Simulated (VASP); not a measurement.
# InAgTe2 (I-42d) in VASP: further runs, part 2 of 2

VASP 6.6.1.

### Step 4. Relaxation of cell and atoms, PBEsol

INCAR reads:

```
PREC     = Accurate       # precision mode
ENCUT    = 600            # plane-wave cutoff, eV
EDIFF    = 1E-6           # SCF threshold, eV
ISMEAR   = 0              # smearing method
SIGMA    = 0.03           # smearing width, eV
LREAL    = F              # projectors in reciprocal space
LASPH    = T              # aspherical terms in the spheres
NELM     = 80             # most SCF steps
ALGO     = Normal         # electronic algorithm
ISIF     = 3              # what is computed and relaxed
LWAVE    = F              # write WAVECAR
LCHARG   = F              # write CHGCAR
GGA      = PS             # functional
IBRION   = 2              # ionic algorithm
NSW      = 90             # ionic steps
EDIFFG   = -0.01          # ionic threshold
KPAR     = 2
```

KPOINTS reads:

```
regular mesh
0
Gamma
  8 8 8
```

POSCAR reads:

```
InAgTe2
1.0
   -3.2336000000      3.2336000000      6.3165500000
    3.2336000000     -3.2336000000      6.3165500000
    3.2336000000      3.2336000000     -6.3165500000
In Ag Te
2 2 4
Direct
    0.5000000000      0.5000000000      0.0000000000
    0.2500000000      0.7500000000      0.5000000000
    0.0000000000      0.0000000000      0.0000000000
    0.7500000000      0.2500000000      0.5000000000
    0.3750000000      0.3868000000      0.5118000000
    0.6132000000      0.1250000000      0.9882000000
    0.8750000000      0.8632000000      0.4882000000
    0.1368000000      0.6250000000      0.0118000000
```

Command:

```
cat potpaw_PBE.64/In_d/POTCAR potpaw_PBE.64/Ag/POTCAR potpaw_PBE.64/Te/POTCAR > POTCAR
mpirun -np 2 vasp_std > vasp.out
```

It took 59 min on 2 MPI ranks of AMD EPYC 9R45 (Zen 5), shared host; peak memory 1.1 GiB.

It converged, with:

```
Free energy                            : -28.4748 eV
Relaxed volume                         : 32.99 Å³/atom
Relaxed cell                           : a = 7.840 Å, b = 7.840 Å, c = 7.840 Å, α = 131.61°, β = 131.61°, γ = 70.85°
Space group after relaxing (to 0.05 Å) : I-42d (No. 122)
Energy gained by relaxing              : 30.9 meV/atom
Ionic steps                            : 13
Pressure after relaxing                : 0.0 GPa
Largest force after relaxing           : 0.007 eV/Å
Band gap on the k mesh                 : 0.08 eV, direct
```

Forces in eV/Å, atoms in the order of the input:
```
In   0.000  0.000  0.000
In   0.000  0.000  0.000
Ag   0.000  0.000  0.000
Ag   0.000  0.000  0.000
Te   0.007  0.000  0.000
Te   0.000 -0.007  0.000
Te  -0.007  0.000  0.000
Te   0.000  0.007  0.000
```

The path:
```
step  energy change (eV)  largest force (eV/Å)  pressure (GPa)  volume (Å³)
   1              0.0000                0.9328            0.71       264.19
   2             -0.1352                0.5501           -0.57       269.85
   3             -0.1657                0.3043           -1.34       273.96
   4             -0.2434                0.0692           -0.11       264.80
   5             -0.2449                0.0280            0.10       263.41
   6             -0.2460                0.0001            0.02       263.85
   7             -0.2463                0.0283           -0.07       264.30
   8             -0.2469                0.0286            0.01       263.87
   9             -0.2470                0.0287            0.04       263.65
  10             -0.2470                0.0287            0.06       263.57
  11             -0.2472                0.0154           -0.04       264.13
  12             -0.2473                0.0177           -0.01       264.04
  13             -0.2473                0.0069            0.01       263.91
```

Final structure:
```yaml
crystal:
  lattice:
    - [-3.21357, 3.21357, 6.38873]
    - [3.21357, -3.21357, 6.38873]
    - [3.21357, 3.21357, -6.38873]
  atoms:
    - { symbol: In, position: [0.50000, 0.50000, 0.00000] }
    - { symbol: In, position: [0.25000, 0.75000, 0.50000] }
    - { symbol: Ag, position: [0.00000, 0.00000, 0.00000] }
    - { symbol: Ag, position: [0.75000, 0.25000, 0.50000] }
    - { symbol: Te, position: [0.37500, 0.36585, 0.49085] }
    - { symbol: Te, position: [0.63415, 0.12500, 0.00915] }
    - { symbol: Te, position: [0.87500, 0.88415, 0.50915] }
    - { symbol: Te, position: [0.11585, 0.62500, 0.99085] }
```

Levels at points of the mesh, in eV from the valence-band top:
```
           k point  band 34  band 35  band 36  band 37  band 38  band 39
(0.00, 0.00, 0.00)    -0.06    -0.06     0.00     0.08     1.81     1.92
(0.50, 0.00, 0.00)    -1.37    -1.28    -0.66     1.76     2.08     2.82
(0.50, 0.50, 0.00)    -0.95    -0.57    -0.57     0.86     0.86     2.84
(0.50, 0.50, 0.50)    -1.34    -1.03    -1.03     1.47     1.47     1.91
```

Caveat: the PAW data sets were made with another functional, which shifts forces and pressure a little; spin-orbit coupling is left out, which moves the levels of the heavy elements.

### Step 5. Relaxation of cell and atoms, PBEsol

Changes to INCAR since step 4:

```diff
@@ -2,3 +2,3 @@
 ENCUT    = 600            # plane-wave cutoff, eV
-EDIFF    = 1E-6           # SCF threshold, eV
+EDIFF    = 1E-7           # SCF threshold, eV
 ISMEAR   = 0              # smearing method
@@ -15,3 +15,3 @@
 NSW      = 90             # ionic steps
-EDIFFG   = -0.01          # ionic threshold
+EDIFFG   = -0.005         # ionic threshold
 KPAR     = 2
```

KPOINTS is that of step 4.

POSCAR reads:

```
InAgTe2                                 
1.0
   -3.2135658824      3.2135658824      6.3887326977
    3.2135658824     -3.2135658824      6.3887326977
    3.2135658824      3.2135658824     -6.3887326977
  In              Ag              Te            
     2     2     4
Direct
     0.5000000000000000    0.5000000000000000    0.0000000000000000
     0.2500000000000000    0.7500000000000000    0.5000000000000000
     0.0000000000000000    0.0000000000000000    0.0000000000000000
     0.7500000000000000    0.2500000000000000    0.5000000000000000
     0.3750000000000000    0.3658529614202781    0.4908529614202781
     0.6341470385797218    0.1250000000000000    0.0091470385797218
     0.8750000000000000    0.8841470385797218    0.5091470385797218
     0.1158529614202782    0.6250000000000000    0.9908529614202782
```

Command:

```
cat potpaw_PBE.64/In_d/POTCAR potpaw_PBE.64/Ag/POTCAR potpaw_PBE.64/Te/POTCAR > POTCAR
mpirun -np 2 vasp_std > vasp.out
```

Wall time 18 min (2 MPI ranks of AMD EPYC 9R45 (Zen 5), shared host); peak memory 1.1 GiB.

Results (log left out):

| Quantity | Value |
| --- | --- |
| Free energy | -28.4748 eV |
| Relaxed volume | 33.01 Å³/atom |
| Relaxed cell | a = 7.841 Å, b = 7.841 Å, c = 7.841 Å, α = 131.60°, β = 131.60°, γ = 70.87° |
| Space group after relaxing (to 0.05 Å) | I-42d (No. 122) |
| Energy gained by relaxing | 0.0 meV/atom |
| Ionic steps | 3 |
| Pressure after relaxing | 0.0 GPa |
| Band gap on the k mesh | 0.08 eV, direct |

Forces in eV/Å, atoms in the order of the input:
```
In   0.000  0.000  0.000
In   0.000  0.000  0.000
Ag   0.000  0.000  0.000
Ag   0.000  0.000  0.000
Te   0.003  0.000  0.000
Te   0.000 -0.003  0.000
Te  -0.003  0.000  0.000
Te   0.000  0.003  0.000
```

Final structure:
```yaml
crystal:
  lattice:
    - [-3.21449, 3.21449, 6.38868]
    - [3.21449, -3.21449, 6.38868]
    - [3.21449, 3.21449, -6.38868]
  atoms:
    - { symbol: In, position: [0.50000, 0.50000, 0.00000] }
    - { symbol: In, position: [0.25000, 0.75000, 0.50000] }
    - { symbol: Ag, position: [0.00000, 0.00000, 0.00000] }
    - { symbol: Ag, position: [0.75000, 0.25000, 0.50000] }
    - { symbol: Te, position: [0.37500, 0.36596, 0.49096] }
    - { symbol: Te, position: [0.63404, 0.12500, 0.00904] }
    - { symbol: Te, position: [0.87500, 0.88404, 0.50904] }
    - { symbol: Te, position: [0.11596, 0.62500, 0.99096] }
```

Levels at points of the mesh, in eV from the valence-band top:
| k point | band 32 | band 33 | band 34 | band 35 | band 36 | band 37 | band 38 | band 39 | band 40 | band 41 |
| --- | --- | --- | --- | --- | --- | --- | --- | --- | --- | --- |
| (0.00, 0.00, 0.00) | -2.04 | -2.04 | -0.06 | -0.06 | 0.00 | 0.08 | 1.81 | 1.92 | 3.40 | 3.40 |
| (0.50, 0.00, 0.00) | -1.94 | -1.66 | -1.37 | -1.28 | -0.66 | 1.76 | 2.08 | 2.83 | 3.48 | 3.64 |
| (0.50, 0.50, 0.00) | -1.41 | -0.95 | -0.95 | -0.57 | -0.57 | 0.86 | 0.86 | 2.84 | 2.84 | 4.10 |
| (0.50, 0.50, 0.50) | -1.93 | -1.34 | -1.34 | -1.03 | -1.03 | 1.47 | 1.47 | 1.91 | 1.91 | 2.60 |

Caveat: the PAW data sets were made with another functional, which shifts forces and pressure a little; spin-orbit coupling is left out, which moves the levels of the heavy elements. PBEsol gaps usually lie below the measured ones, often by a third to a half.
